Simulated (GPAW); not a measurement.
Au:

```
Au
1.0
     1.41131   -2.55593    0.00000
     1.41131    2.55593    0.00000
     0.00000    0.00000    4.89317
Au
2
Direct
  0.33467 0.66533 0.25000
  0.66533 0.33467 0.75000
```

This isn't the form of Au at room conditions, which is fcc.

Base run:

```yaml
Program: GPAW 26.7.0
Functional: PBEsol
Potentials_or_basis: PAW data sets generated in the run's folder for this functional
Cutoff: 600 eV
Basis: pw
k_mesh: 9 × 9 × 5
Occupations: fermi-dirac, width 0.05 eV
Spin: no spin polarisation
```

Its results: pressure -3.0 GPa; largest force 0.022 eV/Å.

Task: The run is repeated on the same cell with these changes: functional from PBEsol to LDA; potentials or basis from PAW data sets generated in the run's folder for this functional to the program's PAW data sets (release 1.2.1) made for this functional. What comes out?

Result: Pressure -7.1 GPa; largest force 0.016 eV/Å.

Caveats: with this Au data set, volumes or pressures lay over 1.5 % or 2 GPa off other programs in two to four cells of ten.
